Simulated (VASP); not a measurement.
# α Al2O3 under hydrostatic pressure at LDA: zone-centre modes, gap and ε∞ from −13 to 34 GPa

Squeezing a crystal packs more electrons into each unit of volume, which by itself should raise the electronic dielectric constant ε∞. In α Al2O3 the calculated ε∞ falls instead, while the gap widens and the lattice vibrations stiffen.

The brief is for a sapphire chip immersed in a pressure medium and used as an optical gauge. Pressure is read from its Eg Raman line with a single straight-line calibration. The working pressure should be as high as possible, with the reading wrong by at most 1 GPa, the refractive index within 1% of its zero-pressure value and the gap at least 6 eV. These limits are a free choice. The line, ε∞ and the Kohn-Sham gap are calculated at LDA, and shifts are counted from the row V/V0 = 1.

## How the numbers were made

One crystal, α Al2O3, at LDA: relaxed at zero pressure to V0 = 8.347 Å³ per atom, then scaled in volume with shape and atoms relaxed at each volume inside the space group. Program: VASP 6.6.1, plane waves and PAW (data sets made for LDA of release 64), scalar-relativistic without spin-orbit coupling, no spin polarisation. Cutoff 560 eV; on the k meshes the divisions times the cell-vector length are 29 Å or more. Occupations: Gaussian smearing of 0.03 eV. Harmonic zone-centre modes at natural masses by finite atomic displacements on k meshes of 6×6×6, no LO-TO term. ε∞ from the response to a static field with clamped ions and local fields on 6×6×6, k derivatives by finite differences.

Notes on method and selection:

- Semilocal functionals put Kohn-Sham gaps below measured gaps.
- LDA cells are as a rule a few per cent too small in volume, so zero pressure here is not the measured volume.
- Negative pressure stands for expanded cells, as under thermal expansion or tension; some phases are not stable over the whole range.
- The mode Grüneisen parameter is γ = (B0/ω0)·dω/dP at zero pressure.
- Pressure against volume is the equation of state; its slope gives the bulk modulus B0 = −dP/d ln V.
- A measured value is attached only where its sources agree among themselves; tables made before the last selection also left out values far from the computed one, as likely another phase or mode.
- Of the zone-centre modes, the highest Raman-active one and one low or second mode are shown.
- Runs that did not converge, have known faults or may not be shown are not listed, and runs on Ansatz's PAW sets soft_1 and soft_2 are kept to separate tables.

Columns:

- pressure (GPa): pressure from the stress tensor, compression positive.
- volume (Å³): volume per atom.
- Eg mode (cm⁻¹): zone-centre mode of symmetry Eg (no. 5 from below), without the macroscopic field; negative means imaginary.
- A2g mode (cm⁻¹): zone-centre mode of symmetry A2g (no. 1 from below), without the macroscopic field; negative means imaginary.
- ε∞: electronic (clamped-ion) dielectric constant ε∞, a third of the trace.
- gap (eV): Kohn-Sham gap on the k mesh of the relaxation, zero where the bands overlap.
- c/a: axial ratio c/a of the conventional cell.

Input lines of one member:

```
PREC = Accurate
ENCUT = 560
EDIFF = 1E-07
NELM = 100
ISMEAR = 0
SIGMA = 0.03
LREAL = .FALSE.
ALGO = Normal
GGA = CA
NBANDS = 34
LORBIT = 11
IBRION = 2
NSW = 50
ISIF = 4
EDIFFG = -0.003
```

Command (options for logging and memory left out): `vasp_std`

## Data

```
member       pressure (GPa)  volume (Å³)  Eg mode (cm⁻¹)  A2g mode (cm⁻¹)  ε∞    gap (eV)  c/a
V/V0 = 1.06  −13.46          8.848        686.2           278.6            3.29  5.701     2.7307
V/V0 = 1.04  −9.44           8.681        707.9           290.5            3.27  5.928     2.7291
V/V0 = 1.02  −4.98           8.514        730.8           302.2            3.24  6.162     2.7270
V/V0 = 1     −0.05           8.347        755.0           313.2            3.22  6.403     2.7248
V/V0 = 0.98  5.40            8.180        780.5           323.6            3.20  6.653     2.7227
V/V0 = 0.96  11.44           8.013        807.2           333.6            3.18  6.910     2.7206
V/V0 = 0.92  25.52           7.679        864.8           351.4            3.14  7.450     2.7159
V/V0 = 0.9   33.73           7.512        895.7           359.3            3.12  7.731     2.7134
```

Least-squares fits to the whole series, with x = pressure (GPa); R² and errors in the fitted variable (y, or ln y where the fit is in ln y):

```
y                members  fit                                  R²    rms residual  leave-one-out rms  the same for the mean of the others
Eg mode (cm⁻¹)   8        y = 754.95 + 4.8157 x − 0.019357 x²  1.00  0.32          0.72               79
A2g mode (cm⁻¹)  8        y = 312.65 + 2.1486 x − 0.023313 x²  1.00  0.67          1.5                30
```

## What drives the series

The rows on either side of V/V0 = 1 give the slopes near zero pressure. For the Eg mode this is (780.5 − 730.8) / (5.40 + 4.98) = 4.79 cm⁻¹/GPa. The A2g mode gives 2.06 cm⁻¹/GPa, the gap 0.047 eV/GPa and ε∞ about −0.004 per GPa.

Straight lines with these slopes through V/V0 = 1 overshoot at 11.44 GPa by only 3 cm⁻¹ for either mode and 0.04 eV for the gap. At 33.73 GPa they overshoot by 21 cm⁻¹ (Eg), 24 cm⁻¹ (A2g) and 0.27 eV.

Much of the bending comes from the equation of state. Between the two most expanded rows B = −ΔP/Δ ln V is (13.46 − 9.44) / ln(8.848/8.681) = 211 GPa; between the two most compressed it is (33.73 − 25.52) / ln(7.679/7.512) = 373 GPa. Each further GPa therefore removes less volume. Between the same pairs the gap slope drops from 0.056 to 0.034 eV/GPa, a slightly smaller factor than the rise in B.

The Grüneisen parameter −Δ ln ω/Δ ln V of the Eg mode stays at 1.6 in both pairs, as expected for bonds that stiffen steadily on shortening. That of A2g falls from 2.2 to 1.0, so this mode bends for a reason of its own, possibly a destabilising part of its restoring force that grows on compression.

The gap is direct at Γ throughout. Theory attributes its widening to the antibonding, s-like conduction edge, which shorter bonds push up faster than the oxygen 2p valence edge.

In the simple model ε∞ − 1 ∝ 1/(V·E²), compression from V/V0 = 1 to 0.9 raises the density factor by 11%. The fall of ε∞ − 1 from 3.22 − 1 = 2.22 to 3.12 − 1 = 2.12 then needs a mean excitation energy E only 8% higher, although the gap itself grows by 21%.

## Outliers

Largest departures from the fit to the whole series:

```
member       Eg mode (cm⁻¹)  fit    computed − fit  in rms residuals
V/V0 = 0.92  864.8           865.2  −0.4            1.4
V/V0 = 1.06  686.2           686.6  −0.4            1.3
V/V0 = 0.9   895.7           895.4  +0.3            1.1
V/V0 = 1.02  730.8           730.5  +0.3            1.0
```

The quadratic fits leave rms residuals of 0.32 cm⁻¹ for Eg and 0.67 cm⁻¹ for A2g, and the largest Eg departure is 0.4 cm⁻¹. The residuals of both modes run in the same order along the series: negative at the most expanded row, positive around zero pressure, negative at 11.44 and 25.52 GPa, and positive again at 33.73 GPa. That is the signature of a missing cubic term in the fit, so no row needs to be distrusted on this account.

The row V/V0 = 1 carries a leftover pressure of −0.05 GPa, worth 0.2 cm⁻¹ in the Eg line. Both modes are even under inversion and carry no dipole, so the missing LO-TO term does not affect them.

The corundum space group was imposed at every volume. The smoothness of the series is therefore no evidence that the structure would resist a distortion of lower symmetry.

## Choosing a member

Only the four compressed rows are candidates. The calibration is P(read) = −0.05 + (ω − 755.0)/4.79, with ω in cm⁻¹ and P in GPa. The refractive index is n = √ε∞, and the gap becomes an edge wavelength through λ = 1240 eV nm / gap.

At V/V0 = 0.98 the gauge reads −0.05 + (780.5 − 755.0) / 4.79 = 5.27 GPa for a pressure of 5.40 GPa, and n is 0.3% low. At 0.96 it reads −0.05 + (807.2 − 755.0) / 4.79 = 10.85 GPa for 11.44 GPa, an error of 10.85 − 11.44 = −0.59 GPa, and √(3.18/3.22) puts n 0.6% low. At 0.92 it reads −0.05 + (864.8 − 755.0) / 4.79 = 22.87 GPa for 25.52 GPa, an error of 22.87 − 25.52 = −2.65 GPa, with n 1.2% low. The row at 0.90 is worse on both counts. All four pass on the gap; at 0.96 the edge lies at 1240/6.910 = 179 nm.

The pick is V/V0 = 0.96, at 11.44 GPa. The runner-up is 0.98, at 5.40 GPa.

One known error of LDA enters through the volume, and its effect on the choice can be tested with the table. Suppose the real crystal at zero pressure is 2% larger than V0, so that the row V/V0 = 1.02 becomes the origin. The slope there is (755.0 − 707.9) / (9.44 − 0.05) = 5.02 cm⁻¹/GPa. The row at 0.98 then stands for 5.40 + 4.98 = 10.38 GPa and is read 0.48 GPa too low, which passes. The row at 0.96 stands for 11.44 + 4.98 = 16.42 GPa and is read 16.42 − (807.2 − 730.8) / 5.02 = 1.20 GPa too low, which fails. The chosen row changes, but the working pressure stays between 10 and 12 GPa. An error that multiplies all frequencies by one factor cancels, provided the slope is calibrated on the same line.

On the original scale, a tolerance of 0.5 GPa would hand the choice to the runner-up. So would an uncorrected downward shift of the line by (1 − 0.59) × 4.79 = 2.0 cm⁻¹, for instance through heating. A curved calibration would remove the reading error at 25.52 GPa, but the index limit would still exclude that row.

## Summary

Volume is a better variable than pressure for estimates inside this series. For the Eg mode the two end rows give an exponent of ln(895.7/686.2) / ln(1.06/0.9) = 1.63. The form ω = 755.0 × (V/V0)^−1.63 then meets every Eg row within 1 cm⁻¹, where the mean of the other rows has an rms error of 79. For the gap the rows on either side of V/V0 = 1 give (6.653 − 6.162) / ln(1.02/0.98) = 12.3 eV. The form gap = 6.403 − 12.3 × ln(V/V0), in eV, meets every row within about 0.03 eV, against a scatter of 0.67 about the mean. The A2g mode follows no such single power.

Two limits bear on how the numbers may be used. Semilocal gaps of wide-gap oxides lie too low, typically by an amount comparable with the 7.731 − 5.701 = 2.03 eV that the whole series spans; this leaves the 6 eV limit on the safe side. The lattice part of the static dielectric constant is absent from ε∞. It does not enter the optical index used here, but in a static field it would add several units in a polar oxide, against a span of 0.17 in ε∞.

[Logs are printed without paths, hosts, clocks, repeated set-up lines and the standing remarks that a program may print on its own settings, such as how far it seeks lower states.]

[On method and selection: Two zone-centre modes at most are shown, picked by rule: the highest of even parity (or the highest of all, or E2 and E1 in wurtzite-type cells) and a low one; B1g of an hcp metal is silent in Raman and infrared spectra. Where a scaled cell already met the thresholds, its relaxation stopped at the first step and kept the shape and positions of V0.]
